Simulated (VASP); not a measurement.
# H (I4/mmm) in VASP: a series of runs

The runs below take H through single point, with PBE.

All numbers are computed with VASP 6.6.1; they aren't measurements. Logs are shortened: lines on timing, memory, paths and dates and some standing lists are left out, and cuts for length are marked.

### Step 1. The crystal as given

The structure is tetragonal, space group I4/mmm (No. 139). The conventional cell has a = 3.383 Å, b = 3.383 Å, c = 4.117 Å, α = 90.00°, β = 90.00°, γ = 90.00°. Around H (site symmetry 4mm) lie 1 H at 0.74 Å.

### Step 2. Single point, PBE

INCAR

```
SYSTEM = H
  PREC = Accurate
  ENCUT = 550
  EDIFF = 1E-6
  ISMEAR = 0
  SIGMA = 0.05
  LREAL = .FALSE.
  LASPH = .TRUE.
  NELM = 100
  ALGO = Normal
  ISIF = 2
  LWAVE = .FALSE.
  LCHARG = .FALSE.
  GGA = PE
  ADDGRID = .FALSE.
```

KPOINTS

```
Automatic mesh
0
G
  8 8 8
  0 0 0
```

POSCAR

```
H
1.0
   -1.6915344700      1.6915344700      2.0584739900
    1.6915344700     -1.6915344700      2.0584739900
    1.6915344700      1.6915344700     -2.0584739900
H
2
Direct
    0.0901377100      0.0901377100      0.0000000000
    0.9098622900      0.9098622900      0.0000000000
```

Potentials or basis: VASP PAW PBE potentials, release 64 (H).

On the command line:

```console
> cat potpaw_PBE.64/H/POTCAR > POTCAR
> mpirun -np 1 vasp_std > vasp.out
```

OUTCAR:

```text
SYSTEM = H
   PREC = Accurate
   ENCUT = 550
   EDIFF = 1E-6
   ISMEAR = 0
   LREAL = .FALSE.
   LASPH = .TRUE.
   NELM = 100
   ISIF = 2
   GGA = PE

 Found     59 irreducible k-points:

 Following reciprocal coordinates:
            Coordinates               Weight
  0.000000  0.000000  0.000000      1.000000
  0.125000  0.000000  0.000000      8.000000
  0.250000  0.000000  0.000000      8.000000
  0.375000 -0.000000  0.000000      8.000000
  0.500000  0.000000  0.000000      4.000000
  0.125000  0.125000  0.000000      8.000000
   k-points           NKPTS =     59   k-points in BZ     NKDIM =     59   number of bands    NBANDS=      5
   number of dos      NEDOS =    301   number of ions     NIONS =      2
   total plane-waves  NPLWV =  13824
   dimension x,y,z NGX =    24 NGY =   24 NGZ =   24
   dimension x,y,z NGXF=    48 NGYF=   48 NGZF=   48
   ions per type =               2
   NGX,Y,Z   is equivalent  to a cutoff of  12.64, 12.64, 12.64 a.u.
   NGXF,Y,Z  is equivalent  to a cutoff of  25.29, 25.29, 25.29 a.u.
 SYSTEM =  H
   PREC   = accura    normal or accurate (medium, high low for compatibility)
   ISTART =      0    job   : 0-new  1-cont  2-samecut
   ICHARG =      2    charge: 1-file 2-atom 10-const
   ISPIN  =      1    spin polarized calculation?
   LNONCOLLINEAR =      F non collinear calculations
   LSORBIT =      F    spin-orbit coupling
   LASPH  =      T    aspherical Exc in radial PAW
   ENCUT  =  550.0 eV  40.42 Ry    6.36 a.u.   6.03  6.03  6.03*2*pi/ulx,y,z
   NELM   =    100;   NELMIN=  2; NELMDL= -5     # of ELM steps
   EDIFF  = 0.1E-05   stopping-criterion for ELM
   LREAL  =      F    real-space projection
   EDIFFG = 0.1E-04   stopping-criterion for IOM
   NSW    =      0    number of steps for IOM
   IBRION =     -1    ionic relax: 0-MD 1-quasi-New 2-CG
   NFREE  =      0    steps in history (QN), initial steepest desc. (CG)
   ISIF   =      2    stress and relaxation
   ISYM   =      2    0-nonsym 1-usesym 2-fastsym
   POTIM  = 0.5000    time-step for ionic-motion
   TEBEG  =    0.0;   TEEND  =   0.0 temperature during run
   PSTRESS=    0.0 pullay stress
   NELECT =       2.0000    total number of electrons
   NUPDOWN=      -1.0000    fix difference up-down
   EMIN   =  10.00;   EMAX   =-10.00  energy-range for DOS
   EFERMI =   0.00;   METHOD = LEGACY
   ISMEAR =     0;   SIGMA  =   0.05  broadening in eV -4-tet -1-fermi 0-gaus
   EFERMI_NEDOS =   21; number of points for ismear=-14 and -15
   IALGO  =     38    algorithm
   IMIX   =      4    mixing-type and parameters
     AMIX     =   0.40;   BMIX     =  1.00
     AMIX_MAG =   1.60;   BMIX_MAG =  1.00
  volume/ion in A,a.u.               =      11.78        79.49
  Fermi-wavevector in a.u.,A,eV,Ry     =   0.719497  1.359653  7.043413  0.517676
  Thomas-Fermi vector in A             =   1.808708
   LORBIT       =      0    0 simple, 1 ext, 2 COOP (PROOUT), +10 PAW based schemes
   GGA     = PE    functional components
   LHFCALC =     F    Hartree Fock is set to
   AEXX    =    0.0000 exact exchange contribution
   IVDW    =     0    specifies the selected vdW correction
   LEPSILON=     F    determine dielectric tensor
   LRPA    =     F    only Hartree local field effects (RPA)
 non-spin polarized calculation
 Gauss-broadening in eV      SIGMA  =   0.05
  energy-cutoff  :      550.00
  volume of cell :       23.56
 maximum number of plane-waves:       720
   NGX = 11   NGY = 11   NGZ = 11

 number of electron       2.0000000 magnetization

 Free energy of the ion-electron system (eV)
  ---------------------------------------------------
  ext. energy  EPLUGINS =         0.00000000
  ---------------------------------------------------
  free energy    TOTEN  =        -6.78203870 eV

  energy without entropy =       -6.78203870  energy(sigma->0) =       -6.78203870

 E-fermi :  -7.8752     XC(G=0):  -5.3456

 val. band max:       -8.1582578284   @ k =   0.5000   0.5000   0.5000
 cond. band min:       0.7793444786   @ k =   0.5000   0.0000   0.0000
 fundamental gap:      8.9376023070
 Fermi energy:        -7.8751941460

 k-point     1 :       0.0000    0.0000    0.0000
  band No.  band energies     occupation
      1     -10.5229      2.00000
      2       5.4432      0.00000
      3       8.9326      0.00000
      4      15.3802      0.00000
      5      15.3802      0.00000

 k-point     2 :       0.1250    0.0000    0.0000
  band No.  band energies     occupation
      1     -10.3364      2.00000
      2       4.6065      0.00000
      3       9.2535      0.00000
      4      13.6837      0.00000
      5      14.3204      0.00000

 k-point     3 :       0.2500    0.0000    0.0000
  band No.  band energies     occupation
      1      -9.8383      2.00000
      2       2.9408      0.00000
      3       9.4868      0.00000
      4      11.5716      0.00000
      5      13.1192      0.00000

 k-point     4 :       0.3750   -0.0000    0.0000
  band No.  band energies     occupation
      1      -9.2480      2.00000
      2       1.4141      0.00000
      3       9.0992      0.00000
      4      10.7503      0.00000
      5      12.3962      0.00000

 k-point     5 :       0.5000    0.0000    0.0000
  band No.  band energies     occupation
      1      -8.9646      2.00000
      2       0.7793      0.00000
      3       8.8066      0.00000
      4      10.6324      0.00000
      5      12.1617      0.00000

 k-point     6 :       0.1250    0.1250    0.0000
  band No.  band energies     occupation
      1     -10.0180      2.00000
      2       3.4094      0.00000
      3      10.2873      0.00000
      4      10.9634      0.00000
      5      13.8195      0.00000

 [... further k-points ...]

------------------------ aborting loop because EDIFF is reached ----------------------------------------

  FORCE on cell =-STRESS in cart. coord.  units (eV):
  Direction    XX          YY          ZZ          XY          YZ          ZX
  --------------------------------------------------------------------------------------
  -------------------------------------------------------------------------------------
  Total        0.0372489      0.0372489      0.2324109      0.0000000      0.0000000      0.0000000
  in kB        2.5331241      2.5331241     15.8052002      0.0000000      0.0000000      0.0000000
  external PRESSURE =       6.9571495 kB  Pullay stress =       0.0000000 kB

 VOLUME and BASIS-vectors are now :
 -----------------------------------------------------------------------------
  energy-cutoff  :      550.00
  volume of cell :       23.56
      direct lattice vectors                 reciprocal lattice vectors
    -1.691534470  1.691534470  2.058473990     0.000000000  0.295589602  0.242898381
     1.691534470 -1.691534470  2.058473990     0.295589602  0.000000000  0.242898381
     1.691534470  1.691534470 -2.058473990     0.295589602  0.295589602  0.000000000

 POSITION                                       TOTAL-FORCE (eV/Angst)
 -----------------------------------------------------------------------------------
      0.00000      0.00000      0.37109        -0.000000     -0.000000      0.260337
      0.00000      0.00000      3.74586         0.000000      0.000000     -0.260337
 -----------------------------------------------------------------------------------
    total drift:                               -0.000000      0.000000      0.000000

  FREE ENERGIE OF THE ION-ELECTRON SYSTEM (eV)
  ---------------------------------------------------
  free  energy   TOTEN  =        -6.7820387031 eV

  energy  without entropy=       -6.7820387031  energy(sigma->0) =       -6.78203870
```

Wall time 2.9 s (1 thread of Intel Xeon Platinum 8488C (Sapphire Rapids), shared host); peak memory 0.13 GiB.

The run converged, but some of its settings lie outside the range that counts as converged, so its numbers aren't taken as properties of the crystal.

What came out:

* Free energy: -6.7820 eV
* Pressure: 0.7 GPa
* Largest force: 0.260 eV/Å
* Band gap on the k mesh: 8.94 eV, indirect (least direct gap 9.74 eV)

### Step 3. Single point, PBE

INCAR is that of step 2.

KPOINTS is that of step 2.

POSCAR

```
H
1.0
   -1.6915344700      1.6915344700      2.0584739900
    1.6915344700     -1.6915344700      2.0584739900
    1.6915344700      1.6915344700     -2.0584739900
H
2
Direct
    0.0961830000      0.0949540000      0.0224580000
    0.9170920000      0.8909110000      0.0100700000
```

Potentials or basis: VASP PAW PBE potentials, release 64 (H).

On the command line:

```console
> cat potpaw_PBE.64/H/POTCAR > POTCAR
> mpirun -np 1 vasp_std > vasp.out
```

Run time: 8.2 s. Hardware: 1 thread of Intel Xeon Platinum 8488C (Sapphire Rapids), shared host; peak memory 0.15 GiB.

These settings aren't checked as converged: the numbers below hold their error.

Results:

* Free energy: -6.7783 eV
* Pressure: -0.7 GPa
* Largest force: 0.541 eV/Å
* Band gap on the k mesh: 8.50 eV, indirect (least direct gap 9.31 eV)

### Step 4. Single point, PBE

INCAR

```
SYSTEM = H
ALGO = Normal
EDIFF = 1E-7
ENCUT = 500
GGA = PE
ISIF = 2
ISMEAR = 0
LASPH = .TRUE.
LCHARG = .FALSE.
LREAL = .FALSE.
LWAVE = .FALSE.
NELM = 100
PREC = Accurate
SIGMA = 0.1
```

KPOINTS

```
k-points
0
G
  11 11 11
  0 0 0
```

POSCAR

```
H
1.0
   -1.6915344700      1.6915344700      2.0584739900
    1.6915344700     -1.6915344700      2.0584739900
    1.6915344700      1.6915344700     -2.0584739900
H
2
Direct
    0.0901377100      0.0901377100      0.0000000000
    0.9098622900      0.9098622900      0.0000000000
```

Potentials or basis: VASP PAW PBE potentials, release 64 (H).

On the command line:

```console
> cat potpaw_PBE.64/H/POTCAR > POTCAR
> mpirun -np 1 vasp_std > vasp.out
```

OUTCAR:

```text
SYSTEM = H
   EDIFF = 1E-7
   ENCUT = 500
   GGA = PE
   ISIF = 2
   ISMEAR = 0
   LASPH = .TRUE.
   LREAL = .FALSE.
   NELM = 100
   PREC = Accurate

 ion  position               nearest neighbor table
   1  0.090  0.090  0.000-   2 0.74
   2  0.910  0.910  0.000-   1 0.74

  LATTYP: Found a body centered tetragonal cell.
 ALAT       =     3.3830689400
 C/A-ratio  =     1.2169270130

  Lattice vectors:

 A1 = (  -1.6915344700,   1.6915344700,   2.0584739900)
[... 377 lines left out ...]
 [... further k-points ...]

------------------------ aborting loop because EDIFF is reached ----------------------------------------

  FORCE on cell =-STRESS in cart. coord.  units (eV):
  Direction    XX          YY          ZZ          XY          YZ          ZX
  --------------------------------------------------------------------------------------
  -------------------------------------------------------------------------------------
  Total        0.0187691      0.0187691      0.2124479      0.0000000     -0.0000000      0.0000000
  in kB        1.2764038      1.2764038     14.4476103      0.0000000     -0.0000000      0.0000000
  external PRESSURE =       5.6668059 kB  Pullay stress =       0.0000000 kB

 VOLUME and BASIS-vectors are now :
 -----------------------------------------------------------------------------
  energy-cutoff  :      500.00
  volume of cell :       23.56
      direct lattice vectors                 reciprocal lattice vectors
    -1.691534470  1.691534470  2.058473990     0.000000000  0.295589602  0.242898381
     1.691534470 -1.691534470  2.058473990     0.295589602  0.000000000  0.242898381
     1.691534470  1.691534470 -2.058473990     0.295589602  0.295589602  0.000000000

 POSITION                                       TOTAL-FORCE (eV/Angst)
 -----------------------------------------------------------------------------------
      0.00000      0.00000      0.37109        -0.000000     -0.000000      0.266478
      0.00000      0.00000      3.74586         0.000000      0.000000     -0.266478
 -----------------------------------------------------------------------------------
    total drift:                               -0.000000      0.000000      0.000000

  FREE ENERGIE OF THE ION-ELECTRON SYSTEM (eV)
  ---------------------------------------------------
  free  energy   TOTEN  =        -6.7802238192 eV

  energy  without entropy=       -6.7802238192  energy(sigma->0) =       -6.78022382
```

OSZICAR:

```text
N       E                     dE             d eps       ncg     rms          rms(c)
DAV:   1    -0.689960010234E+01   -0.68996E+01   -0.48868E+02  1265   0.256E+02
DAV:   2    -0.735176405924E+01   -0.45216E+00   -0.45216E+00  1730   0.173E+01
DAV:   3    -0.735293536854E+01   -0.11713E-02   -0.11713E-02  1365   0.837E-01
DAV:   4    -0.735293780069E+01   -0.24322E-05   -0.24322E-05  1665   0.413E-02
DAV:   5    -0.735293780488E+01   -0.41848E-08   -0.41849E-08  1415   0.125E-03    0.446E+00
DAV:   6    -0.696125571791E+01    0.39168E+00   -0.20735E-01  1335   0.216E+00    0.244E+00
DAV:   7    -0.677672610368E+01    0.18453E+00   -0.45954E-01  1300   0.341E+00    0.280E-01
DAV:   8    -0.678120033537E+01   -0.44742E-02   -0.90773E-03  1330   0.549E-01    0.176E-01
DAV:   9    -0.678020818515E+01    0.99215E-03   -0.24120E-03  1325   0.267E-01    0.128E-02
DAV:  10    -0.678021874278E+01   -0.10558E-04   -0.38655E-05  1390   0.525E-02    0.425E-03
DAV:  11    -0.678022328459E+01   -0.45418E-05   -0.44852E-06  1415   0.194E-02    0.229E-03
DAV:  12    -0.678022368468E+01   -0.40008E-06   -0.99372E-08  1445   0.264E-03    0.580E-04
DAV:  13    -0.678022383051E+01   -0.14583E-06   -0.34816E-08  1375   0.141E-03    0.310E-04
DAV:  14    -0.678022381921E+01    0.11303E-07   -0.45593E-09   635   0.340E-04
   1 F= -.67802238E+01 E0= -.67802238E+01  d E =-.206388E-13
```

stdout:

```text
POSCAR found type information on POSCAR H
 POSCAR found :  1 types and       2 ions
 scaLAPACK will be used
 LDA part: xc-table for (Slater+PW92), standard interpolation
 POSCAR, INCAR and KPOINTS ok, starting setup
 FFT: planning ... GRIDC
 FFT: planning ... GRID_SOFT
 FFT: planning ... GRID
 WAVECAR not read
 entering main loop
```

Wall time 17 s (1 thread of AMD EPYC 7R43 (Zen 3), shared host); peak memory 0.1 GiB.

What came out:

| Item | Value |
| --- | --- |
| Free energy | -6.7802 eV |
| Pressure | 0.6 GPa |
| Largest force | 0.266 eV/Å |
| Band gap on the k mesh | 9.05 eV, indirect (least direct gap 9.84 eV) |

Forces on the atoms (eV/Å):
```
H    0.000  0.000  0.266
H    0.000  0.000 -0.266
```

Stress tensor (GPa, compression positive):
```
0.13 0.00 0.00
0.00 0.13 0.00
0.00 0.00 1.44
```

Caveat: an odd mesh through Γ misses points on the zone boundary, where band edges often lie.

### Step 5. Single point, PBE

run.py

```python
from ase.calculators.vasp import Vasp
from ase.dft.bandgap import bandgap
from ase.io import read

atoms = read('H.xyz')
calc = Vasp(
    directory='calc',
    xc='pbe',
    pp='PBE',
    setups='minimal',
    prec='Accurate',
    encut=500,
    ediff=1e-06,
    ismear=0,
    sigma=0.1,
    lreal=False,
    lasph=True,
    nelm=80,
    algo='Normal',
    isif=2,
    lwave=False,
    lcharg=True,
    lelf=True,
    lvhar=True,
    kpts=[11, 11, 11],
    gamma=True,
)
atoms.calc = calc

print('energy (eV):', atoms.get_potential_energy())
print('free energy (eV):', atoms.get_potential_energy(force_consistent=True))
print('forces (eV/A):')
print(atoms.get_forces())
print('stress (eV/A^3, Voigt):', atoms.get_stress())
print('Fermi level (eV):', calc.get_fermi_level())
gap, top, bottom = bandgap(calc)
print('band gap (eV):', gap, 'from (spin, k, band)', top, 'to', bottom)
```

H.xyz

```xyz
2
Lattice="-1.6915344700 1.6915344700 2.0584739900 1.6915344700 -1.6915344700 2.0584739900 1.6915344700 1.6915344700 -2.0584739900" Properties=species:S:1:pos:R:3 pbc="T T T"
H      0.0000000000      0.0000000000      0.3710922631
H      0.0000000000      0.0000000000      3.7458557169
```

Potentials or basis: VASP PAW PBE potentials, release 64 (H).

On the command line:

```console
> python run.py
```

The log of the run:

```text
energy (eV): -6.78022368
free energy (eV): -6.78022368
forces (eV/A):
[[ 0.          0.          0.26635895]
 [-0.         -0.         -0.26635895]]
stress (eV/A^3, Voigt): [-0.00080545 -0.00080545 -0.0090189  -0.         -0.         -0.        ]
Fermi level (eV): -7.70321538
band gap (eV): 9.0493 from (spin, k, band) (0, np.int64(124), np.int64(0)) to (0, np.int64(5), np.int64(1))
```

OUTCAR:

```text
ENCUT = 500.000000
   EDIFF = 1.00e-06
   GGA = PE
   PREC = Accurate
   ISIF = 2
   ISMEAR = 0
   NELM = 80
   LASPH = .TRUE.
   LREAL = .FALSE.

 ion  position               nearest neighbor table
   1  0.090  0.090  0.000-   2 0.74
   2  0.910  0.910  0.000-   1 0.74

  LATTYP: Found a body centered tetragonal cell.
 ALAT       =     3.3830689400
 C/A-ratio  =     1.2169270130

  Lattice vectors:

 A1 = (  -1.6915344700,   1.6915344700,   2.0584739900)
 A2 = (   1.6915344700,  -1.6915344700,   2.0584739900)
 A3 = (   1.6915344700,   1.6915344700,  -2.0584739900)

Analysis of symmetry for initial positions (statically):
=====================================================================
 Subroutine PRICEL returns:
 Original cell was already a primitive cell.

 Routine SETGRP: Setting up the symmetry group for a
 body centered tetragonal supercell.

 Subroutine GETGRP returns: Found 16 space group operations
 (whereof 16 operations were pure point group operations)
 out of a pool of 16 trial point group operations.

The static configuration has the point symmetry D_4h.
[... 161 lines left out ...]

 E-fermi :  -7.7032     XC(G=0):  -5.3457

 val. band max:       -8.1814062760   @ k =  -0.4545   0.4545   0.4545
 cond. band min:       0.8679264106   @ k =   0.4545   0.0000  -0.0000
 fundamental gap:      9.0493326865
 Fermi energy:        -7.7032153797

 k-point     1 :       0.0000    0.0000    0.0000
  band No.  band energies     occupation
      1     -10.5227      2.00000
      2       5.4446      0.00000
      3       8.9334      0.00000
      4      15.3804      0.00000
      5      15.3804      0.00000
[... 177 lines left out ...]
 k-point    24 :      -0.1818    0.1818    0.0000
  band No.  band energies     occupation
      1     -10.0794      2.00000
      2       4.4704      0.00000
      3       7.7378      0.00000
      4      13.2432      0.00000
      5      13.9130      0.00000

 [... further k-points ...]

------------------------ aborting loop because EDIFF is reached ----------------------------------------

  FORCE on cell =-STRESS in cart. coord.  units (eV):
  Direction    XX          YY          ZZ          XY          YZ          ZX
  --------------------------------------------------------------------------------------
  -------------------------------------------------------------------------------------
  Total        0.0189759      0.0189759      0.2124813      0.0000000     -0.0000000      0.0000000
  in kB        1.2904655      1.2904655     14.4498769      0.0000000     -0.0000000      0.0000000
  external PRESSURE =       5.6769359 kB  Pullay stress =       0.0000000 kB

 VOLUME and BASIS-vectors are now :
 -----------------------------------------------------------------------------
  energy-cutoff  :      500.00
  volume of cell :       23.56
      direct lattice vectors                 reciprocal lattice vectors
    -1.691534470  1.691534470  2.058473990     0.000000000  0.295589602  0.242898381
     1.691534470 -1.691534470  2.058473990     0.295589602  0.000000000  0.242898381
     1.691534470  1.691534470 -2.058473990     0.295589602  0.295589602  0.000000000

 POSITION                                       TOTAL-FORCE (eV/Angst)
 -----------------------------------------------------------------------------------
      0.00000      0.00000      0.37109         0.000000      0.000000      0.266359
      0.00000      0.00000      3.74586        -0.000000     -0.000000     -0.266359
 -----------------------------------------------------------------------------------
    total drift:                               -0.000000     -0.000000      0.000000

  FREE ENERGIE OF THE ION-ELECTRON SYSTEM (eV)
  ---------------------------------------------------
  free  energy   TOTEN  =        -6.7802236846 eV

  energy  without entropy=       -6.7802236846  energy(sigma->0) =       -6.78022368
```

INCAR:

```text
ENCUT = 500.000000
SIGMA = 0.100000
EDIFF = 1.00e-06
ALGO = Normal
GGA = PE
PREC = Accurate
ISIF = 2
ISMEAR = 0
NELM = 80
LASPH = .TRUE.
LCHARG = .TRUE.
LELF = .TRUE.
LVHAR = .TRUE.
LWAVE = .FALSE.
LREAL = .FALSE.
```

Wall time 24 s (1 thread of AMD EPYC 7R43 (Zen 3), shared host); peak memory 0.09 GiB.

What came out:

* Free energy: -6.7802 eV
* Pressure: 0.6 GPa
* Largest force: 0.266 eV/Å
* Band gap on the k mesh: 9.05 eV, indirect (least direct gap 9.84 eV)

Forces on the atoms (eV/Å):
```
H    0.000  0.000  0.266
H    0.000  0.000 -0.266
```

Caveat: an odd mesh through Γ misses points on the zone boundary, where band edges often lie.
